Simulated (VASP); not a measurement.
Input of a VASP 6.6.1 run:

Contents of INCAR:

```
SYSTEM = Si
ALGO = Fast ; EDIFF = 1E-7
EDIFFG = -0.01 ; ENCUT = 600
GGA = PE ; IBRION = 2
ISIF = 2 ; ISMEAR = 1
LASPH = .TRUE. ; LCHARG = .FALSE.
LREAL = .FALSE. ; LWAVE = .FALSE.
NELM = 80 ; NSW = 40
PREC = Accurate ; SIGMA = 0.1
```

File KPOINTS:

```
k-points
0
G
  16 16 16
  0 0 0
```

The input POSCAR:

```
Si                                      
1.0
    0.0000000000      1.9311516655      1.9311516655
    1.9311516655      0.0000000000      1.9311516655
    1.9311516655      1.9311516655      0.0000000000
  Si            
     1
Direct
     0.0000000000000000    0.0000000000000000    0.0000000000000000
```

Potentials or basis: VASP PAW PBE potentials, release 64 (Si).

Launch:

```sh
$ cat potpaw_PBE.64/Si/POTCAR > POTCAR
$ mpirun -np 1 vasp_std > vasp.out
```

Question: Estimate the band gap on the k mesh.

Answer: None (metal or under the smearing width).

Final structure:
```
CELL_PARAMETERS angstrom
0.00000 1.93115 1.93115
1.93115 0.00000 1.93115
1.93115 1.93115 0.00000
ATOMIC_POSITIONS crystal
Si 0.00000 0.00000 0.00000
```

Caveat: the relaxation stopped at its first step, so nothing moved.
